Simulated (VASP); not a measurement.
# NbP (P4_2/mmc) in VASP: single point with PBE

Aim: the single point of NbP with PBE.

Everything below comes from runs of VASP 6.6.1. Logs are shortened: lines on timing, memory, paths and dates and some standing lists are left out, and cuts for length are marked.

## Step 1: The cell of the first run

The structure is tetragonal, space group P4_2/mmc (No. 131). Conventional cell: a = 4.260 Å, b = 4.260 Å, c = 4.773 Å, α = 90.00°, β = 90.00°, γ = 90.00°. Nb (site symmetry mmm) is surrounded by 4 P at 2.44 Å. P (site symmetry -4m2) is surrounded by 2 P at 2.39 Å and 4 Nb at 2.44 Å.

The cell was built by a generator and needn't be a form met in nature.

## Step 2: Single point, PBE (ordered vacancies on the anion sites of fluorite (P4_2/mmc, No. 131))

Input file INCAR:

```
  PREC = Accurate
  ENCUT = 520
  EDIFF = 1E-6
  ISMEAR = 0
  SIGMA = 0.1
  LREAL = F
  LASPH = T
  NELM = 100
  ALGO = Fast
  ISIF = 2
  LWAVE = F
  LCHARG = F
  GGA = PE
  NBANDS = 26
```

Input file KPOINTS:

```
regular mesh
0
Gamma
  12 12 10
```

Input file POSCAR:

```
NbP
1.0
    4.2602786648      0.0000000000      0.0000000000
    0.0000000000      4.2602786648      0.0000000000
    0.0000000000      0.0000000000      4.7728620267
Nb P
2 2
Direct
    0.0000000000      0.5000000000      0.0000000000
    0.5000000000      0.0000000000      0.5000000000
    0.5000000000      0.5000000000      0.2500000000
    0.5000000000      0.5000000000      0.7500000000
```

Potentials or basis: VASP PAW PBE potentials, release 64 (Nb_sv, P).

The run is started by

```
$ cat potpaw_PBE.64/Nb_sv/POTCAR potpaw_PBE.64/P/POTCAR > POTCAR
$ mpirun -np 1 vasp_std > vasp.out
```

OUTCAR:

```text
PREC = Accurate
   ENCUT = 520
   EDIFF = 1E-6
   ISMEAR = 0
   LREAL = F
   LASPH = T
   NELM = 100
   ISIF = 2
   GGA = PE

 ion  position               nearest neighbor table
   1  0.000  0.500  0.000-   3 2.44   4 2.44   3 2.44   4 2.44
   2  0.500  0.000  0.500-   3 2.44   4 2.44   3 2.44   4 2.44
   3  0.500  0.500  0.250-   4 2.39   4 2.39   1 2.44   2 2.44   2 2.44   1 2.44
   4  0.500  0.500  0.750-   3 2.39   3 2.39   1 2.44   2 2.44   2 2.44   1 2.44

  LATTYP: Found a simple tetragonal cell.
 ALAT       =     4.2602786648
 C/A-ratio  =     1.1203168624

  Lattice vectors:

 A1 = (   4.2602786648,   0.0000000000,   0.0000000000)
 A2 = (   0.0000000000,   4.2602786648,   0.0000000000)
 A3 = (   0.0000000000,   0.0000000000,   4.7728620267)

Analysis of symmetry for initial positions (statically):
=====================================================================
 Subroutine PRICEL returns:
 Original cell was already a primitive cell.

 Routine SETGRP: Setting up the symmetry group for a
 simple tetragonal supercell.

 Subroutine GETGRP returns: Found 16 space group operations
 (whereof  8 operations were pure point group operations)
 out of a pool of 16 trial point group operations.

The static configuration has the point symmetry D_2h.
 The point group associated with its full space group is D_4h.

Analysis of symmetry for dynamics (positions and initial velocities):
=====================================================================
 Subroutine PRICEL returns:
 Original cell was already a primitive cell.

 Routine SETGRP: Setting up the symmetry group for a
 simple tetragonal supercell.

 Subroutine GETGRP returns: Found 16 space group operations
 (whereof  8 operations were pure point group operations)
 out of a pool of 16 trial point group operations.

The dynamic configuration has the point symmetry D_2h.
 The point group associated with its full space group is D_4h.

 Subroutine INISYM returns: Found 16 space group operations
 (whereof  8 operations are pure point group operations),
 and found     1 'primitive' translations

----------------------------------------------------------------------------------------

                                     Primitive cell

  volume of cell :      86.6273

  direct lattice vectors                    reciprocal lattice vectors
     4.260278665  0.000000000  0.000000000     0.234726430  0.000000000  0.000000000
     0.000000000  4.260278665  0.000000000     0.000000000  0.234726430  0.000000000
     0.000000000  0.000000000  4.772862027     0.000000000  0.000000000  0.209517894

  length of vectors
     4.260278665  4.260278665  4.772862027     0.234726430  0.234726430  0.209517894

  position of ions in fractional coordinates (direct lattice)
     0.000000000  0.500000000  0.000000000
     0.500000000  0.000000000  0.500000000
     0.500000000  0.500000000  0.250000000
     0.500000000  0.500000000  0.750000000

  ion indices of the primitive-cell ions
   primitive index   ion index
                 1           1
                 2           2
                 3           3
                 4           4

----------------------------------------------------------------------------------------

 KPOINTS: regular mesh

Automatic generation of k-mesh.
 Grid dimensions read from file:
 generate k-points for:   12   12   10

 Generating k-lattice:

  Cartesian coordinates                     Fractional coordinates (reciprocal lattice)
     0.019560536  0.000000000  0.000000000     0.083333333  0.000000000  0.000000000
     0.000000000  0.019560536  0.000000000     0.000000000  0.083333333  0.000000000
     0.000000000  0.000000000  0.020951789     0.000000000  0.000000000  0.100000000

  Length of vectors
     0.019560536  0.019560536  0.020951789

  Shift w.r.t. Gamma in fractional coordinates (k-lattice)
     0.000000000  0.000000000  0.000000000

 Subroutine IBZKPT returns following result:
 ===========================================

 Found    168 irreducible k-points:

 Following reciprocal coordinates:
            Coordinates               Weight
  0.000000  0.000000  0.000000      1.000000
  0.083333  0.000000  0.000000      4.000000
  0.166667  0.000000  0.000000      4.000000
  0.250000  0.000000  0.000000      4.000000
  0.333333  0.000000  0.000000      4.000000
  0.416667  0.000000  0.000000      4.000000
[... 16 lines left out ...]
  0.333333  0.333333  0.000000      4.000000
  0.416667  0.333333  0.000000      8.000000
 [... further k-points ...]
   k-points           NKPTS =    168   k-points in BZ     NKDIM =    168   number of bands    NBANDS=     26
   number of dos      NEDOS =    301   number of ions     NIONS =      4
   total plane-waves  NPLWV =  36864
   dimension x,y,z NGX =    32 NGY =   32 NGZ =   36
   dimension x,y,z NGXF=    64 NGYF=   64 NGZF=   72
   ions per type =               2   2
   NGX,Y,Z   is equivalent  to a cutoff of  12.49, 12.49, 12.54 a.u.
   NGXF,Y,Z  is equivalent  to a cutoff of  24.97, 24.97, 25.08 a.u.
 SYSTEM =  unknown system
   PREC   = accura    normal or accurate (medium, high low for compatibility)
   ISTART =      0    job   : 0-new  1-cont  2-samecut
   ICHARG =      2    charge: 1-file 2-atom 10-const
   ISPIN  =      1    spin polarized calculation?
   LNONCOLLINEAR =      F non collinear calculations
   LSORBIT =      F    spin-orbit coupling
   LASPH  =      T    aspherical Exc in radial PAW
   ENCUT  =  520.0 eV  38.22 Ry    6.18 a.u.   7.92  7.92  8.87*2*pi/ulx,y,z
   NELM   =    100;   NELMIN=  2; NELMDL= -5     # of ELM steps
   EDIFF  = 0.1E-05   stopping-criterion for ELM
   LREAL  =      F    real-space projection
   EDIFFG = 0.1E-04   stopping-criterion for IOM
   NSW    =      0    number of steps for IOM
   IBRION =     -1    ionic relax: 0-MD 1-quasi-New 2-CG
   NFREE  =      0    steps in history (QN), initial steepest desc. (CG)
   ISIF   =      2    stress and relaxation
   ISYM   =      2    0-nonsym 1-usesym 2-fastsym
   POTIM  = 0.5000    time-step for ionic-motion
   TEBEG  =    0.0;   TEEND  =   0.0 temperature during run
   PSTRESS=    0.0 pullay stress
   NELECT =      36.0000    total number of electrons
   NUPDOWN=      -1.0000    fix difference up-down
   EMIN   =  10.00;   EMAX   =-10.00  energy-range for DOS
   EFERMI =   0.00;   METHOD = LEGACY
   ISMEAR =     0;   SIGMA  =   0.10  broadening in eV -4-tet -1-fermi 0-gaus
   EFERMI_NEDOS =   21; number of points for ismear=-14 and -15
   IALGO  =     68    algorithm
   IMIX   =      4    mixing-type and parameters
     AMIX     =   0.40;   BMIX     =  1.00
     AMIX_MAG =   1.60;   BMIX_MAG =  1.00
  volume/ion in A,a.u.               =      21.66       146.15
  Fermi-wavevector in a.u.,A,eV,Ry     =   1.221680  2.308640 20.306714  1.492501
  Thomas-Fermi vector in A             =   2.356853
   LORBIT       =      0    0 simple, 1 ext, 2 COOP (PROOUT), +10 PAW based schemes
   GGA     = PE    functional components
   LHFCALC =     F    Hartree Fock is set to
   AEXX    =    0.0000 exact exchange contribution
   IVDW    =     0    specifies the selected vdW correction
   LEPSILON=     F    determine dielectric tensor
   LRPA    =     F    only Hartree local field effects (RPA)
 non-spin polarized calculation
 RMM-DIIS sequential band-by-band and
 Gauss-broadening in eV      SIGMA  =   0.10
  energy-cutoff  :      520.00
  volume of cell :       86.63
 maximum number of plane-waves:      2356
 NGX is ok and might be reduce to    32
   NGX = 15   NGY = 15   NGZ = 17

 number of electron      35.9999999 magnetization

 Free energy of the ion-electron system (eV)
  ---------------------------------------------------
  ext. energy  EPLUGINS =         0.00000000
  ---------------------------------------------------
  free energy    TOTEN  =       -29.86058018 eV

  energy without entropy =      -29.84940216  energy(sigma->0) =      -29.85499117

 E-fermi :   6.9943     XC(G=0): -10.2816

 val. band max:        6.9919860796   @ k =   0.3333   0.3333   0.1000
 cond. band min:       6.9979446137   @ k =   0.1667   0.0833   0.5000
 fundamental gap:      0.0059585341
 Fermi energy:         6.9943080283

 k-point     1 :       0.0000    0.0000    0.0000
  band No.  band energies     occupation
      1     -48.3014      2.00000
      2     -48.2911      2.00000
      3     -24.5083      2.00000
      4     -24.4254      2.00000
      5     -24.3976      2.00000
      6     -24.3976      2.00000
[... 18 lines left out ...]
     25      13.0136      0.00000
     26      13.0446      0.00000

 k-point     2 :       0.0833    0.0000    0.0000
  band No.  band energies     occupation
      1     -48.3012      2.00000
      2     -48.2913      2.00000
      3     -24.5067      2.00000
      4     -24.4266      2.00000
      5     -24.3998      2.00000
      6     -24.3969      2.00000
[... 18 lines left out ...]
     25      13.0804      0.00000
     26      13.1406      0.00000

 k-point     3 :       0.1667    0.0000    0.0000
  band No.  band energies     occupation
      1     -48.3006      2.00000
      2     -48.2917      2.00000
      3     -24.5021      2.00000
      4     -24.4303      2.00000
      5     -24.4061      2.00000
      6     -24.3950      2.00000
[... 18 lines left out ...]
     25      12.8885      0.00000
     26      13.2547      0.00000

 k-point     4 :       0.2500    0.0000    0.0000
  band No.  band energies     occupation
      1     -48.2996      2.00000
      2     -48.2923      2.00000
      3     -24.4949      2.00000
      4     -24.4362      2.00000
      5     -24.4149      2.00000
      6     -24.3923      2.00000
[... 18 lines left out ...]
     25      12.1370      0.00000
     26      13.5399      0.00000
[... 496 lines left out ...]
      1     -48.2954      2.00000
      2     -48.2951      2.00000
      3     -24.4670      2.00000
      4     -24.4638      2.00000
      5     -24.4618      2.00000
      6     -24.3747      2.00000
[... 18 lines left out ...]
     25      11.2731      0.00000
     26      12.9568      0.00000

 k-point    23 :       0.3333    0.3333    0.0000
  band No.  band energies     occupation
      1     -48.2966      2.00000
      2     -48.2940      2.00000
      3     -24.4732      2.00000
      4     -24.4686      2.00000
      5     -24.4524      2.00000
      6     -24.3742      2.00000
[... 18 lines left out ...]
     25      11.0633      0.00000
     26      12.3863      0.00000

 k-point    24 :       0.4167    0.3333    0.0000
  band No.  band energies     occupation
      1     -48.2958      2.00000
      2     -48.2945      2.00000
      3     -24.4778      2.00000
      4     -24.4676      2.00000
      5     -24.4569      2.00000
      6     -24.3721      2.00000
[... 18 lines left out ...]
     25      10.6440      0.00000
     26      12.3616      0.00000

 [... further k-points ...]

------------------------ aborting loop because EDIFF is reached ----------------------------------------

  FORCE on cell =-STRESS in cart. coord.  units (eV):
  Direction    XX          YY          ZZ          XY          YZ          ZX
  --------------------------------------------------------------------------------------
  -------------------------------------------------------------------------------------
  Total       -0.1519499     -0.1519499     -0.1474684     -0.0000000      0.0000000      0.0000000
  in kB       -2.8103228     -2.8103228     -2.7274357     -0.0000000      0.0000000      0.0000000
  external PRESSURE =      -2.7826938 kB  Pullay stress =       0.0000000 kB

 VOLUME and BASIS-vectors are now :
 -----------------------------------------------------------------------------
  energy-cutoff  :      520.00
  volume of cell :       86.63
      direct lattice vectors                 reciprocal lattice vectors
     4.260278665  0.000000000  0.000000000     0.234726430  0.000000000  0.000000000
     0.000000000  4.260278665  0.000000000     0.000000000  0.234726430  0.000000000
     0.000000000  0.000000000  4.772862027     0.000000000  0.000000000  0.209517894

 POSITION                                       TOTAL-FORCE (eV/Angst)
 -----------------------------------------------------------------------------------
      0.00000      2.13014      0.00000         0.000000     -0.000000      0.000000
      2.13014      0.00000      2.38643         0.000000     -0.000000      0.000000
      2.13014      2.13014      1.19322         0.000000      0.000000     -0.000000
      2.13014      2.13014      3.57965         0.000000     -0.000000     -0.000000
 -----------------------------------------------------------------------------------
    total drift:                                0.000000      0.000000     -0.000000

  FREE ENERGIE OF THE ION-ELECTRON SYSTEM (eV)
  ---------------------------------------------------
  free  energy   TOTEN  =       -29.8605801805 eV

  energy  without entropy=      -29.8494021635  energy(sigma->0) =      -29.85499117
```

It took 8 min on 1 thread of Intel Xeon Platinum 8488C (Sapphire Rapids), shared host; peak memory 0.41 GiB.

Results:

* Free energy: -29.8606 eV
* Pressure: -0.3 GPa
* Band gap on the k mesh: none (metal or under the smearing width)

Levels at points of the mesh, in eV from the Fermi level:
```csv
k point,band 15,band 16,band 17,band 18,band 19,band 20,band 21,band 22
"(0.00, 0.00, 0.00)",-2.83,-2.51,-0.98,-0.71,0.66,1.12,1.12,1.25
"(0.50, 0.00, 0.00)",-1.70,-1.37,-0.47,-0.43,0.07,0.45,1.49,1.94
"(0.50, 0.50, 0.00)",-1.39,-1.19,-0.26,-0.26,-0.12,0.17,1.11,1.11
"(0.00, 0.00, 0.50)",-1.91,-1.91,-0.84,-0.84,0.14,0.14,1.84,1.84
"(0.50, 0.00, 0.50)",-1.23,-1.14,-1.13,0.19,0.25,0.57,0.75,1.62
"(0.50, 0.50, 0.50)",-1.98,-1.98,-0.94,-0.94,0.29,0.29,1.74,1.74
```
